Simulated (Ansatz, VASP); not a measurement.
# Cross-check of AlIn3As4 (random alloy of the zinc-blende AlAs-InAs line, x = 0.75) between VASP and Ansatz, part 2 of 2

Aim: how closely do two programs agree when they are given the same cell, functional and k mesh? Of the first pair: The structure shown is the start of the Ansatz relaxation below; VASP solves that cell, so the two are compared at the walk's first step.

VASP 6.6.1 and Ansatz 0.2.0.

So far: The structure; Ansatz: relaxation, PBE.

## (3) VASP: single point, PBE, start cell, pair 1

Level of this step: PBE; plane waves and PAW (Al, As, In_d) (VASP).

The same cell, functional, mesh and smearing now go to VASP, with its own data sets.

Lines of VASP's logs that name or quote its potential files are left out, and so is its time.

File INCAR:

```
SYSTEM = AlIn3As4
PREC = Accurate
ENCUT = 400
EDIFF = 1E-06
NELM = 120
ISMEAR = -1
SIGMA = 0.025
LREAL = Auto
ALGO = Normal
GGA = PE
NBANDS = 296
LORBIT = 11
LWAVE = .FALSE.
LCHARG = .FALSE.
ISIF = 2
LASPH = .TRUE.
GGA_COMPAT = .FALSE.
EFERMI = MIDGAP
NCORE = 2
```

File POSCAR:

```
AlIn3As4
1.0
   12.1500000000      0.0000000000      0.0000000000
    0.0000000000     12.1500000000      0.0000000000
    0.0000000000      0.0000000000     12.1500000000
Al As In
8 32 24
Direct
    0.0026666667      0.9989876543      0.9991275720
    0.2500740741      0.2509629630      0.9981893004
    0.0014814815      0.9988724280      0.4998024691
    0.2481563786      0.0003868313      0.7527325103
    0.9996625514      0.7509711934      0.2513827160
    0.2503292181      0.5001975309      0.7488971193
    0.5008724280      0.5002304527      0.0001316872
    0.4994897119      0.7459917695      0.2517119342
    0.1232263374      0.1264197531      0.1212098765
    0.1245925926      0.3774074074      0.3716131687
    0.3731934156      0.1247160494      0.3735473251
    0.3768806584      0.3764773663      0.1258271605
    0.1234567901      0.1245596708      0.6258683128
    0.1236131687      0.3739012346      0.8749794239
    0.3762222222      0.1246831276      0.8735390947
    0.3739506173      0.3753086420      0.6284609053
    0.1244197531      0.6231193416      0.1244197531
    0.1265267490      0.8754732510      0.3764609053
    0.3745102881      0.6258024691      0.3748806584
    0.3726995885      0.8726172840      0.1241728395
    0.1216707819      0.6245020576      0.6263621399
    0.1246666667      0.8753086420      0.8756707819
    0.3756213992      0.6252016461      0.8768559671
    0.3739506173      0.8757037037      0.6251275720
    0.6261481481      0.1242633745      0.1270205761
    0.6252839506      0.3762222222      0.3734320988
    0.8755226337      0.1263868313      0.3735884774
    0.8723374486      0.3768477366      0.1256707819
    0.6282386831      0.1219423868      0.6270288066
    0.6264197531      0.3746995885      0.8740082305
    0.8739670782      0.1258600823      0.8731193416
    0.8748312757      0.3764279835      0.6262386831
    0.6260164609      0.6253827160      0.1261234568
    0.6286008230      0.8757283951      0.3748395062
    0.8731522634      0.6241481481      0.3733580247
    0.8747078189      0.8766172840      0.1253497942
    0.6264773663      0.6291604938      0.6245925926
    0.6245267490      0.8761234568      0.8744691358
    0.8771275720      0.6248230453      0.8739835391
    0.8748806584      0.8769135802      0.6256131687
    0.0028724280      0.2487489712      0.2505267490
    0.2494732510      0.9993662551      0.2518683128
    0.9988559671      0.2493497942      0.7488724280
    0.2487736626      0.2527901235      0.5000823045
    0.0001975309      0.5010205761      0.0004938272
    0.2487572016      0.5020576132      0.2508395062
    0.2518600823      0.7525020576      0.0035967078
    0.0002633745      0.5014403292      0.5005185185
    0.0003786008      0.7512510288      0.7496296296
    0.2519670782      0.7502962963      0.4993827160
    0.4994320988      0.0000658436      0.9989794239
    0.5006584362      0.2509794239      0.2481975309
    0.7495637860      0.0000493827      0.2477366255
    0.7505761317      0.2478436214      0.9999423868
    0.4999588477      0.9987160494      0.5020987654
    0.5026831276      0.2505596708      0.7480329218
    0.7479835391      0.0009135802      0.7513086420
    0.7513168724      0.2500823045      0.4996872428
    0.7497777778      0.4998024691      0.2500329218
    0.7504115226      0.7495061728      0.0008230453
    0.5036131687      0.4968806584      0.4989382716
    0.5000740741      0.7496296296      0.7521893004
    0.7479094650      0.5005185185      0.7508312757
    0.7509300412      0.7504032922      0.5004609053
```

File KPOINTS:

```
Automatic mesh
0
Gamma
1 1 1
0 0 0
```

The projector-augmented-wave data sets are Al, As and In_d (PBE family, release 64).

Command:

```console
$ mpirun -np 8 vasp_gam
```

Numbers of over 12 decimals in the logs are rounded to 6 here.

What it wrote:

```text
[banner, memory and clock lines left out]
running    8 mpi-ranks, on    1 nodes
[...]
LDA part: xc-table for (Slater+PW92), standard interpolation
 POSCAR, INCAR and KPOINTS ok, starting setup
[...]
entering main loop
       N       E                     dE             d eps       ncg     rms          rms(c)
DAV:   1     0.628089246130E+04    0.62809E+04   -0.18474E+05   592   0.165E+03
DAV:   2     0.107110292066E+04   -0.52098E+04   -0.51022E+04   600   0.476E+02
DAV:   3    -0.112105944024E+03   -0.11832E+04   -0.11018E+04   680   0.223E+02
DAV:   4    -0.255056928681E+03   -0.14295E+03   -0.13907E+03   728   0.736E+01
[...]
DAV:  15    -0.252751197682E+03   -0.11258E-04   -0.23930E-05   656   0.167E-02    0.131E-02
DAV:  16    -0.252751199498E+03   -0.18156E-05   -0.40120E-06   544   0.839E-03    0.945E-03
DAV:  17    -0.252751198744E+03    0.75377E-06   -0.10596E-06   384   0.309E-03
   1 F= -.25275120E+03 E0= -.25270303E+03  d E =-.963331E-01
```

From OUTCAR (step 3):

```text
  Total       13.7516881     14.2636250     14.3328727      1.0903463      1.5172713     -0.7060568
  in kB       12.2839421     12.7412390     12.8030957      0.9739714      1.3553298     -0.6306979
  external PRESSURE =      12.6094256 kB  Pullay stress =       0.0000000 kB

 POSITION                                       TOTAL-FORCE (eV/Angst)
 -----------------------------------------------------------------------------------
      0.03240     12.13770     12.13940        -0.232760      0.108657     -0.028412
      3.03840      3.04920     12.12800         0.086457     -0.018001      0.015322
      0.01800     12.13630      6.07260        -0.119008      0.098393      0.043770
      3.01510      0.00470      9.14570         0.074460      0.007247     -0.133870
     12.14590      9.12430      3.05430         0.021777     -0.072336     -0.083597
      3.04150      6.07740      9.09910        -0.101642      0.018624      0.248539
      6.08560      6.07780      0.00160         0.024502     -0.034552      0.004292
      6.06880      9.06380      3.05830         0.093812      0.277985     -0.082236
      1.49720      1.53600      1.47270         0.335259     -0.196291     -0.944880
      1.51380      4.58550      4.51510        -0.022494     -0.072362      0.375980
      4.53430      1.51530      4.53860         0.267393      0.199774      0.245961
      4.57910      4.57420      1.52880        -0.246982      0.060551     -1.280409
      1.50000      1.51340      7.60430         0.180275     -1.104458     -0.183439
      1.50190      4.54290     10.63100         1.220593      0.128346     -0.057445
[...]
-----------------------------------------------------------------------------------
    total drift:                                0.015866     -0.072503     -0.001256

  FREE ENERGIE OF THE ION-ELECTRON SYSTEM (eV)
  ---------------------------------------------------
  free  energy   TOTEN  =      -252.7511987440 eV

  energy  without entropy=     -252.6548656469  energy(sigma->0) =     -252.70303220

[... 2 further parts left out ...]
```

The run ends at a pressure of 1.26 GPa, with forces up to 1.5 eV/Å.

## (4) Differences

Known differences besides the potentials themselves: the data sets hold 816 valence electrons in Ansatz (on its default PAW (the set named soft_2) files) and 496 in VASP; the cutoff is 420 eV in Ansatz and 400 eV in VASP (PREC = Accurate, projectors in real space). Total energies have different zeros and are not compared.

Forces on 8 of the 64 atoms, those with the largest forces and the largest differences (eV/Å; atoms numbered as in POSCAR):

| atom | Ansatz x, y, z | VASP x, y, z |
| --- | --- | --- |
| As12 | -0.239, 0.063, -1.276 | -0.247, 0.061, -1.280 |
| As17 | -0.542, 0.966, 0.638 | -0.540, 0.983, 0.641 |
| As18 | -1.365, -0.102, -0.035 | -1.374, -0.103, -0.042 |
| As20 | 1.053, -0.089, 1.004 | 1.060, -0.083, 1.009 |
| As33 | -1.313, -0.035, -0.095 | -1.327, -0.038, -0.108 |
| As34 | -0.970, -0.607, -0.543 | -0.975, -0.605, -0.544 |
| As36 | 1.333, -0.132, -0.150 | 1.337, -0.146, -0.153 |
| As38 | 0.069, -0.167, 0.187 | 0.074, -0.183, 0.194 |

The forces differ by 4.8 meV/Å r.m.s., which is 1.1 % of the r.m.s. force of 0.431 eV/Å (both taken over all components).

## (5) Ansatz: relaxation, PBE

This run makes the geometry at which the two programs are then compared. The cell compared in this pair holds 1815.36 Å³, against 1793.61 Å³ for the pair before.

The structure compared here is the end of the Ansatz relaxation.

This is the run of step 2 again, met here at its other cell.

## (6) VASP: single point, PBE, relaxed cell, pair 2

The same cell, functional, mesh and smearing now go to VASP, with its own data sets.

INCAR: that of step 3 with these lines changed.

```diff
@@ -2,3 +2,3 @@
 PREC = Accurate
-ENCUT = 400
+ENCUT = 500
 EDIFF = 1E-06
```

File POSCAR:

```
AlIn3As4
1.0
   12.2207290000     -0.0538460000     -0.0515550000
   -0.0538460000     12.1859710000     -0.0564160000
   -0.0515550000     -0.0564160000     12.1908010000
Al As In
8 32 24
Direct
    0.0048500000      0.9997600000      0.9993300000
    0.2488800000      0.2489600000      0.9942300000
    0.0015300000      0.9961900000      0.4985800000
    0.2444400000      0.0008200000      0.7512900000
    0.9997900000      0.7542500000      0.2482200000
    0.2510800000      0.4973000000      0.7537000000
    0.4932600000      0.4986300000      0.9990700000
    0.4985000000      0.7469900000      0.2464100000
    0.1280700000      0.1265000000      0.1106900000
    0.1285600000      0.3755700000      0.3744600000
    0.3741500000      0.1266600000      0.3744000000
    0.3721800000      0.3737200000      0.1101300000
    0.1249400000      0.1097800000      0.6240500000
    0.1388000000      0.3752600000      0.8755900000
    0.3603400000      0.1239300000      0.8749800000
    0.3684400000      0.3832400000      0.6314400000
    0.1199000000      0.6349500000      0.1324900000
    0.1132700000      0.8750500000      0.3750400000
    0.3805200000      0.6344000000      0.3695900000
    0.3809700000      0.8694200000      0.1328200000
    0.1349500000      0.6192700000      0.6349100000
    0.1279200000      0.8880800000      0.8774000000
    0.3728600000      0.6134600000      0.8770400000
    0.3668800000      0.8828300000      0.6353400000
    0.6273500000      0.1240100000      0.1268100000
    0.6263500000      0.3762400000      0.3764200000
    0.8844200000      0.1180800000      0.3824500000
    0.8771400000      0.3770300000      0.1270600000
    0.6235200000      0.1270500000      0.6287000000
    0.6181500000      0.3820000000      0.8844200000
    0.8838700000      0.1197900000      0.8842500000
    0.8786200000      0.3752500000      0.6288800000
    0.6089400000      0.6244700000      0.1226100000
    0.6179100000      0.8685000000      0.3667300000
    0.8835800000      0.6332700000      0.3668500000
    0.8913300000      0.8764100000      0.1232100000
    0.6274000000      0.6294500000      0.6254800000
    0.6260500000      0.8765400000      0.8761700000
    0.8775900000      0.6278200000      0.8765700000
    0.8831400000      0.8809900000      0.6184600000
    0.0026400000      0.2448700000      0.2473500000
    0.2451500000      0.9980500000      0.2473500000
    0.0062100000      0.2446700000      0.7516000000
    0.2472600000      0.2468300000      0.5038000000
    0.0046700000      0.4995700000      0.9990800000
    0.2519300000      0.5016200000      0.2448500000
    0.2493800000      0.7503100000      0.9996100000
    0.0022800000      0.5023800000      0.4993500000
    0.0044400000      0.7533100000      0.7497400000
    0.2474300000      0.7520300000      0.5001600000
    0.4944800000      0.9999100000      0.9992200000
    0.4968100000      0.2523500000      0.2449400000
    0.7548500000      0.9947500000      0.2492500000
    0.7497600000      0.2495300000      0.9994300000
    0.4969100000      0.9971300000      0.4997400000
    0.4926100000      0.2515900000      0.7542600000
    0.7539300000      0.9999100000      0.7494000000
    0.7520100000      0.2471000000      0.5000900000
    0.7462300000      0.5047700000      0.2467500000
    0.7488300000      0.7497900000      0.0042400000
    0.4969400000      0.5024400000      0.4993700000
    0.4943200000      0.7480900000      0.7523400000
    0.7473000000      0.4992600000      0.7522600000
    0.7516500000      0.7519900000      0.4940200000
```

KPOINTS is that of step 3.

Command:

```console
$ mpirun -np 8 vasp_gam
```

What it wrote:

```text
[... set-up lines as in an earlier step ...]
 entering main loop
       N       E                     dE             d eps       ncg     rms          rms(c)
DAV:   1     0.700610408767E+04    0.70061E+04   -0.20675E+05   592   0.193E+03
DAV:   2     0.130193373770E+04   -0.57042E+04   -0.55866E+04   592   0.549E+02
DAV:   3    -0.732460256069E+02   -0.13752E+04   -0.12915E+04   672   0.243E+02
DAV:   4    -0.255523705853E+03   -0.18228E+03   -0.17626E+03   744   0.834E+01
[...]
DAV:  14    -0.255331874519E+03   -0.11352E-04   -0.38705E-05   688   0.368E-02    0.264E-02
DAV:  15    -0.255331880976E+03   -0.64570E-05   -0.22098E-05   656   0.131E-02    0.149E-02
DAV:  16    -0.255331880656E+03    0.32053E-06   -0.35456E-06   480   0.924E-03
   1 F= -.25533188E+03 E0= -.25531102E+03  d E =-.417179E-01
```

From OUTCAR (step 6):

```text
  Total        0.7578551      0.6825696      0.7506797     -0.0767982     -0.0973646     -0.0157240
  in kB        0.6688563      0.6024120      0.6625236     -0.0677794     -0.0859306     -0.0138775
  external PRESSURE =       0.6445973 kB  Pullay stress =       0.0000000 kB

 POSITION                                       TOTAL-FORCE (eV/Angst)
 -----------------------------------------------------------------------------------
     -0.04608     12.12641     12.12598        -0.006926      0.000172     -0.000351
      2.97683      2.96433     12.09358         0.000327     -0.001777     -0.000580
     -0.06065     12.11133      6.02181        -0.005379     -0.000750     -0.004417
      2.94846     -0.04555      9.14618        -0.005665     -0.000789     -0.002263
     12.16475      9.12343      2.93190        -0.001432     -0.003654     -0.005005
      3.00275      6.00404      9.14721        -0.006897      0.004045     -0.001939
      5.94964      5.99337     12.12590        -0.002147     -0.003996     -0.000362
      6.03911      9.06205      2.93609        -0.003094     -0.000895     -0.004870
      1.55259      1.52838      1.33566         0.003880      0.002628      0.001955
      1.53157      4.54864      4.53715         0.006718     -0.001629      0.004287
      4.54626      1.50221      4.53780         0.003412     -0.000890     -0.004395
      4.52251      4.52789      1.30230         0.001133     -0.003332      0.003945
      1.48877      1.29584      7.59503        -0.000768      0.002890     -0.000269
      1.63089      4.51604     10.64582        -0.004691     -0.001126      0.000876
[...]
-----------------------------------------------------------------------------------
    total drift:                               -0.009364     -0.006505     -0.015236

  FREE ENERGIE OF THE ION-ELECTRON SYSTEM (eV)
  ---------------------------------------------------
  free  energy   TOTEN  =      -255.3318806556 eV

  energy  without entropy=     -255.2901628044  energy(sigma->0) =     -255.31102173

[... 1 part as in an earlier step ...]

[... 1 further part left out ...]
```

The run ends at a pressure of 0.06 GPa, with forces up to 0.015 eV/Å.

## (7) Comparison

What differs besides the data sets and the points named for the pairs above, as far as they apply: the data sets hold 816 valence electrons in Ansatz (on its default PAW (the set named soft_2) files) and 496 in VASP; the cutoff is 420 eV in Ansatz and 500 eV in VASP (PREC = Accurate, projectors in real space). Total energies have different zeros and are not compared.

Both answers:

| quantity | Ansatz | VASP | difference |
| --- | --- | --- | --- |
| pressure (GPa) | 0.00 | 0.06 | -0.07 |
| gap on the k mesh (eV) | 0.114 | 0.114 | 0.000 |

The largest component of a force difference here is 9 meV/Å. A gap on the mesh is an upper bound, since the band edges may lie between its points.

## (8) What came out

```yaml
r_m_s_force_difference_single_point_pbe_start_cell_pair_1: 1.1 % of the r.m.s. force
difference_in_gap_on_the_k_mesh_single_point_pbe_relaxed_cell_pair_2: 8.0e-5 eV
```

What this shows: The r.m.s. force difference is 1.1 % of the r.m.s. force (single point, PBE, start cell, pair 1), within the 3 % picked in this series as the mark of a large difference. The data sets hold unlike numbers of valence electrons (816 in Ansatz and 496 in VASP), so part of the differences may come from the potentials. Such differences can come from data sets, numerical settings and the points named under the comparisons, not from the functional's error against experiment.

[Lines on the potential files, build, host, timing and source positions are cut from VASP's logs without a mark.]

[Logs are printed without paths, hosts, clocks, repeated set-up lines and the standing remarks that a program may print on its own settings, such as how far it seeks lower states.]

[Hosts, paths, dates, database ids (printed as entryN), source tags and the programs' standing remarks are cut or masked in the printed files.]
